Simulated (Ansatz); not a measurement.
# TiO2 monolayer (2H): following an unstable mode, part 3 of 3

Wanted: the energy along a soft mode of TiO2 monolayer (2H) and the structure at the end.

Ansatz 0.2.0; DFT LDA, scalar-relativistic, plane waves, PAW.

So far. Step 4 (The mode frozen in, largest atomic shift 0.22 Å): The energy, extrapolated to zero smearing, is -35.26 meV/atom against the undistorted cell. Step 5 (Energy along the mode, all amplitudes (two of the runs …): The lowest of the steps tried is at 0.22 Å, 35.3 meV/atom below the parent; the bottom of the well need not coincide with a step.

## Step 6: Relaxation from the frozen mode (continued)

Electrostatic potential energy in the ac plane at fractional y = 0.111, with atoms of O within 0.2 Å of it. With pseudopotentials it is smooth inside the atoms' cores, unlike the true potential.

Values in eV, 24 rows by 15 columns, each cell a mean:
```
  0   0   0   0   0   0   0   0   0   0   0   0   0   0   0
  0   0   0   0   0   0   0   0   0   0   0   0   0   0   0
  0   0   0   0   0   0   0   0   0   0   0   0   0   0   0
  0   0   0   0   0   0   0   0   0   0   0   0   0   0   0
  0   0   0   0   0   0   0   0   0   0   0   0   0   0   0
  0   0   0   0   0   0   0   0   0   0   0   0   0   0   0
  0   0   0   0   0   0   0   0   0   0   0   0   0   0   0
  0   0   0   0   0   0   0   0   0   0   0   0   0   0   0
  0   0   0   0   0   0   0   0   0   0   0   0   0   0   0
  0   0   0   0   0   0   0   0   0   0   0   0   0   0   0
  0   0   0   0   0   0   0   0   0   0   0   0   0   0   0
  0   0   0   0   0   0   0   0   0   0   0   0   0   0   0
  0   0   0   0   0   0   0   0   0   0   0   0   0   0   0
  0   0   0   0   0   0   0   0   0   0   0   0   0   0   0
 -5  -5  -4  -5  -5 -10 -12 -14 -14 -14 -14 -12  -9  -4  -5
-16 -16 -16 -15 -13 -11 -10 -10 -10 -10 -10 -10 -11 -14 -15
 -8  -8  -7  -6  -5  -4  -3  -3  -3  -3  -3  -3  -4  -5  -6
  0   0   0   0   0   0   0   0   0   0   0   0   0   0   0
  0   0   0   0   0   0   0   0   0   0   0   0   0   0   0
  0   0   0   0   0   0   0   0   0   0   0   0   0   0   0
  0   0   0   0   0   0   0   0   0   0   0   0   0   0   0
  0   0   0   0   0   0   0   0   0   0   0   0   0   0   0
  0   0   0   0   0   0   0   0   0   0   0   0   0   0   0
  0   0   0   0   0   0   0   0   0   0   0   0   0   0   0
```
Columns run along a (2.9 Å; values clipped at the 3rd and 97th percentile), rows up along c (28.7 Å). Atoms in or near the plane, at fractional coordinates: O at (0.56, 0.38).

Valence density in the ac plane at fractional y = 0.111, with atoms of O within 0.2 Å of it. It is the smooth field of the valence electrons, not physical close to the nuclei.

Values in e/Å³, 24 rows by 15 columns, each cell a mean:
```
0.0 0.0 0.0 0.0 0.0 0.0 0.0 0.0 0.0 0.0 0.0 0.0 0.0 0.0 0.0
0.0 0.0 0.0 0.0 0.0 0.0 0.0 0.0 0.0 0.0 0.0 0.0 0.0 0.0 0.0
0.0 0.0 0.0 0.0 0.0 0.0 0.0 0.0 0.0 0.0 0.0 0.0 0.0 0.0 0.0
0.0 0.0 0.0 0.0 0.0 0.0 0.0 0.0 0.0 0.0 0.0 0.0 0.0 0.0 0.0
0.0 0.0 0.0 0.0 0.0 0.0 0.0 0.0 0.0 0.0 0.0 0.0 0.0 0.0 0.0
0.0 0.0 0.0 0.0 0.0 0.0 0.0 0.0 0.0 0.0 0.0 0.0 0.0 0.0 0.0
0.0 0.0 0.0 0.0 0.0 0.0 0.0 0.0 0.0 0.0 0.0 0.0 0.0 0.0 0.0
0.0 0.0 0.0 0.0 0.0 0.0 0.0 0.0 0.0 0.0 0.0 0.0 0.0 0.0 0.0
0.0 0.0 0.0 0.0 0.0 0.0 0.0 0.0 0.0 0.0 0.0 0.0 0.0 0.0 0.0
0.0 0.0 0.0 0.0 0.0 0.0 0.0 0.0 0.0 0.0 0.0 0.0 0.0 0.0 0.0
0.0 0.0 0.0 0.0 0.0 0.0 0.0 0.0 0.0 0.0 0.0 0.0 0.0 0.0 0.0
0.0 0.0 0.0 0.0 0.0 0.0 0.0 0.0 0.0 0.0 0.0 0.0 0.0 0.0 0.0
0.0 0.0 0.0 0.0 0.0 0.0 0.0 0.0 0.0 0.0 0.0 0.0 0.0 0.0 0.0
0.0 0.0 0.0 0.0 0.0 0.0 0.0 0.1 0.1 0.1 0.0 0.0 0.0 0.0 0.0
0.1 0.1 0.1 0.2 0.4 0.9 2.1 3.6 4.5 4.3 3.1 1.6 0.7 0.3 0.2
0.6 0.7 0.6 0.5 0.4 0.5 0.7 1.1 1.3 1.3 1.0 0.6 0.4 0.4 0.5
0.5 0.6 0.5 0.3 0.2 0.1 0.1 0.1 0.1 0.1 0.1 0.1 0.2 0.3 0.4
0.0 0.0 0.0 0.0 0.0 0.0 0.0 0.0 0.0 0.0 0.0 0.0 0.0 0.0 0.0
0.0 0.0 0.0 0.0 0.0 0.0 0.0 0.0 0.0 0.0 0.0 0.0 0.0 0.0 0.0
0.0 0.0 0.0 0.0 0.0 0.0 0.0 0.0 0.0 0.0 0.0 0.0 0.0 0.0 0.0
0.0 0.0 0.0 0.0 0.0 0.0 0.0 0.0 0.0 0.0 0.0 0.0 0.0 0.0 0.0
0.0 0.0 0.0 0.0 0.0 0.0 0.0 0.0 0.0 0.0 0.0 0.0 0.0 0.0 0.0
0.0 0.0 0.0 0.0 0.0 0.0 0.0 0.0 0.0 0.0 0.0 0.0 0.0 0.0 0.0
0.0 0.0 0.0 0.0 0.0 0.0 0.0 0.0 0.0 0.0 0.0 0.0 0.0 0.0 0.0
```
Columns run along a (2.9 Å), rows up along c (28.7 Å). Atoms in or near the plane, at fractional coordinates: O at (0.56, 0.38).

ELF in the ac plane at fractional y = 0.111, with atoms of O within 0.2 Å of it. It is the smooth field of the valence electrons, not physical close to the nuclei.

Ten even steps from '_' (0.00) to '@' (0.80), each cell a mean:
```
______________________________
______________________________
______________________________
______________________________
______________________________
______________________________
______________________________
______________________________
______________________________
______________________________
______________________________
______________________________
______________________________
________..::----==------::..__
____..==%%@@@@@@##%%@@@@@@##--
::::::..::--++******++==--....
######**==::..________..--++**
::::::..__________________....
______________________________
______________________________
______________________________
______________________________
______________________________
______________________________
```
Columns run along a (2.9 Å), rows up along c (28.7 Å). Atoms in or near the plane, at fractional coordinates: O at (0.56, 0.38).

The distorted start has space group P1; the relaxation ends in P-3m1.

## Step 7: Modes of the new phase

A relaxed structure may still be a saddle point, so its zone-centre modes are computed. The response to a homogeneous field gives the Born charges and the dielectric tensor, and its change with displacement the Raman tensors.

Input file input.yaml:

```yaml
crystal:
  lattice:
    - [2.9343272752, -2.783e-07, 0.0]
    - [-1.4671638787, 2.541202349, 0.0]
    - [0.0, 0.0, 28.7]
  atoms:
    - { symbol: Ti, position: [0.2222206654, 0.4444420393, 0.3484316642] }
    - { symbol: O, position: [0.5555556126, 0.1111113257, 0.3815762626] }
    - { symbol: O, position: [0.8888903885, 0.7777799685, 0.3152882404] }
  periodic: [true, true, false]
kpoints:
  mp_grid: { grid: [12, 12, 1] }
hamiltonian:
  xc: lda
scf:
  occupations: { method: fixed }
output:
  eigenvalues: true
phonons:
  method: dfpt
  dielectric: true
  raman: true
```

Started as:

```bash
> ansatz run input.yaml --threads 8 --pin off --max-ram 14336MiB --backend cpu --events-out ev --progress --plain --runs-dir out
```

Numbers of over 12 decimals in the logs are rounded to 6 here.

What it wrote:

```text
Warning: the atoms were moved onto the symmetric positions of the space group found under crystal.symmetry.tolerance 1.0e-5 (fractional; no operation is sought that the atoms, as they stand in a round, miss by more than twice it, and no atom is moved by as much as it), and the run uses the moved positions. Before a round's move an operation carried an atom to 2.57e-5 Å from where it should land, the largest such dist [...]
[...]
Crystal: 3 atoms, lattice volume = 214.008 Å³
Basis set: ecut = 420 eV, 4127 PW (Γ), exchange–correlation on 48×48×384 points (8 copies of the dense FFT grid, shifted against one another)
Bands: 16, of which v1, the nominal top of the filled ones, is band 12 counted from 1 (11 counted from 0)
Symmetry: 12 space group operations
k-points: 43 of 144 (irreducible under 2 space group operations, time reversal used)
[...]
SCF iter   1: F=—  HF=-3564.687793 eV  |F-HF|=—  |Δ(HF+E_count)|=         —  Δρ=8.60e-3  dr2=1.53e-1  ethr=1.77e-3  ⟨swp⟩=6.7  Hψ=4470  notcnv=0  defer=72
[...]
SCF iter  10: F=-3564.657731 eV  HF=-3564.657731 eV  |F-HF|=2.68e-11  |Δ(HF+E_count)|=  8.73e-11  Δρ=5.98e-8  dr2=1.20e-11  ethr=1.00e-12  ⟨swp⟩=19.8  Hψ=6416  notcnv=0
SCF 1 converged in 10 iterations: F = -3564.657731 eV  dr2 = 1.20e-11
[...]
Bands: 13, of which v1, the nominal top of the filled ones, is band 12 counted from 1 (11 counted from 0)
k-points: 171 of 648 (irreducible under 2 space group operations, time reversal used)
[...]
Eigensolver: Dense (171 Hₖ)
SCF iter   1: F=—  HF=-3564.661693 eV  |F-HF|=—  |Δ(HF+E_count)|=         —  Δρ=2.34e-4  dr2=2.48e-5  ethr=1.00e-1
[...]
SCF iter   6: F=-3564.661683 eV  HF=-3564.661683 eV  |F-HF|=8.09e-11  |Δ(HF+E_count)|=  5.81e-10  Δρ=3.25e-7  dr2=9.45e-11  ethr=1.41e-11
SCF 1 converged in 6 iterations: F = -3564.661683 eV  dr2 = 9.45e-11
[...]
SCF converged after 10 iterations
Free energy (F): -3564.657731 eV
[...]
Internal energy: -3564.657731 eV  (E = F + TS)
E sigma→0 (E₀):  -3564.657731 eV
Fermi energy:    -8.647177 eV
[...]
--- Band table (eV; the first three rows and the last of 43) ---
  k-point 0: bands = [... 8 lower, -12.4650, -9.3893, -8.7799, -8.7799, -5.8247, -5.8247, -3.9409, -1.2677]
  k-point 1: bands = [... 8 lower, -12.3854, -9.2791, -9.1044, -8.9506, -5.7148, -5.6379, -3.9702, -1.5508]
  k-point 2: bands = [... 8 lower, -12.1030, -10.0362, -9.3170, -8.8595, -5.5317, -5.2395, -4.0682, -2.0299]
  k-point 42: bands = [... 8 lower, -11.2106, -10.4866, -10.3688, -9.1736, -5.2867, -4.6064, -4.5067, -1.9375]
[...]
ASR residual: 8.004e-5 → 0.000e0 eV/Å²; symmetrization residual: 7.555e-6 eV/Å²
[...]
ASR residual per site (eV/Å²): 8.00e-5 5.03e-5 4.83e-5
  Γ frequencies (cm⁻¹): 0.00 0.00 0.00 200.39 200.39 514.59 514.59 603.78 647.02
  ε∞ (high-frequency dielectric tensor):
        1.974583    -0.000000     0.000000
       -0.000000     1.974583     0.000000
        0.000000     0.000000     1.104355
[...]
2.225823    -0.000000     0.000000
       -0.000000     2.225823     0.000000
        0.000000     0.000000     0.238333
[...]
Born effective charges Z* (e; rows j = field, columns β = displacement):
    site 0:
         6.99297   -0.00000    0.00000
        -0.00000    6.99297    0.00000
         0.00000    0.00000    0.69224
    site 1:
        -3.49649    0.00000   -0.00000
         0.00000   -3.49649   -0.00000
        -0.00000   -0.00000   -0.34612
    site 2:
        -3.49649    0.00000   -0.00000
         0.00000   -3.49649   -0.00000
        -0.00000   -0.00000   -0.34612
  Z* charge neutrality: 9.819e-4 e pre-enforcement
[...]
optical modes at Γ without the LO–TO term, one row a degenerate level:
      ω (cm⁻¹)  modes    IR ((D/Å)²/amu)  static Raman (Å⁴/amu)  depolarisation
        200.39      2           117.6558                 0.0000               —
        514.59      2             0.0000               187.4102           0.750
        603.78      1             0.0000                74.9330           0.097
        647.02      1             0.5765                 0.0000               —
```

Run time: 2.9 min. Hardware: 8 threads of Intel Xeon 6975P-C (Granite Rapids), shared host; peak memory 2.8 GiB.

This step gave:

| Quantity | Value |
| --- | --- |
| gap on the k-mesh | 2.823 eV |
| sum-rule residual before enforcement | 8.00e-5 eV/Å² |
| miss of the charge sum rule | 9.82e-4 e |
| estimated error of the dielectric tensor | 0.004641 |
| estimated error of the Born charges | 0.02605 e |
| point group | -3m |
| highest optical mode at the zone centre (no LO-TO term) | 647.0 cm⁻¹ |
| lowest optical zone-centre mode | 200.4 cm⁻¹ |
| largest Born charge (third of the trace) | 4.893 e |

Without the LO-TO term. Patterns of degenerate modes are one choice out of their space. Modes at Γ, with each element's share of the kinetic energy:

```
mode  frequency (cm⁻¹)  symmetry  Ti %  O %
   1               0.0  acoustic    60   40
   2               0.0  acoustic    60   40
   3               0.0  acoustic    60   40
   4             200.4        Eu    40   60
   5             200.4        Eu    40   60
   6             514.6        Eg     0  100
   7             514.6        Eg     0  100
   8             603.8       A1g     0  100
   9             647.0       A2u    40   60
```

Displacements in mode 5 (200.4 cm⁻¹), the largest set to 1:
```
Ti1  0.00  0.67  0.00
O2   0.00 -1.00  0.00
O3   0.00 -1.00  0.00
```

Displacements in mode 9 (647.0 cm⁻¹), the largest set to 1:
```
Ti1  0.00  0.00  0.67
O2   0.00  0.00 -1.00
O3   0.00  0.00 -1.00
```

High-frequency dielectric tensor, averaged over the cell of height 28.7 Å or as lengthened by the program, vacuum included. Tensor:

```
       x      y      z
x  1.975      0      0
y      0  1.975      0
z      0      0  1.104
```

Born charge (rows field, columns displacement) (e), principal values of the symmetric part by kind of site:

```
atom  atoms with these values    low  middle   high   mean
 Ti1                        1   0.69    6.99   6.99   4.89
  O2                        2  -3.50   -3.50  -0.35  -2.45
```

In full for O2:

```
-3.50  0.00  0.00
 0.00 -3.50  0.00
 0.00  0.00 -0.35
```

Transverse modes. Lines of the infrared spectrum (strongest = 100):

```
position (cm⁻¹)  label  relative intensity
            200     Eu                 100
            515     Eg                 0.0
            604    A1g                 0.0
            647    A2u                 0.5
```

Activity x (w_L - w)^4 (n + 1)/w, 532 nm, 300 K. Lines of the Raman spectrum (strongest = 100):

```
position (cm⁻¹)  label  relative intensity
            200     Eu                 0.0
            515     Eg                 100
            604    A1g                  32
            647    A2u                 0.0
```

Before it was imposed, the acoustic sum rule was missed by 8.0e-5 eV/Å² and the charge sum rule by 9.8e-4 e. Small misses are needed for a sound result but don't prove that mesh and cutoff are converged. The lowest optical mode is real, 200 cm⁻¹.

## Step 8: Results

| Property | Result |
| --- | --- |
| unstable mode of the parent | q = (0, 0, 0), 307i cm⁻¹ |
| depth at the lowest point sampled | 35.3 meV/atom |
| largest atomic shift at that point | 0.22 Å |
| space group reached (within 0.01 Å) | P-3m1 |
| energy gained over the parent (first relaxation, on the mesh of the frozen mode) | 465 meV/atom |
| area per atom, phase reached | 2.49 Å² |
| gap on the k-mesh, phase reached | 2.82 eV |
| lowest optical zone-centre mode, phase reached | 200 cm⁻¹ |
| highest optical mode at the zone centre (no LO-TO term), phase reached | 647 cm⁻¹ |

Along this mode the structure falls into P-3m1, 465 meV/atom below the parent. At the parent's cell the well is 35.26 meV/atom deep on the steps tried, with its lowest point at a shift of 0.22 Å. Relaxing atoms and cell changes the gain by +429.41 meV/atom against the lowest step (energies at zero smearing). Most of the total comes from this relaxation. The new phase has no imaginary mode at the zone centre of its cell; other wavevectors were not checked. Of the 4 patterns followed to their end from this parent, this one reaches the lowest energy. Each path keeps the symmetry of its pattern, so a lower phase may lie along a pattern not tried. In a sheet or slab the interpolated bending branch near Γ is rough, since the rotational sum rule isn't imposed. Dielectric tensors refer to the cell with its vacuum. The starting cell was built on a prototype and not taken from a measurement.

[Logs are printed without paths, hosts, clocks, repeated set-up lines and the standing remarks that a program may print on its own settings, such as how far it seeks lower states.]

[Hosts, paths, dates, database ids (printed as entryN), source tags and the programs' standing remarks are cut or masked in the printed files.]
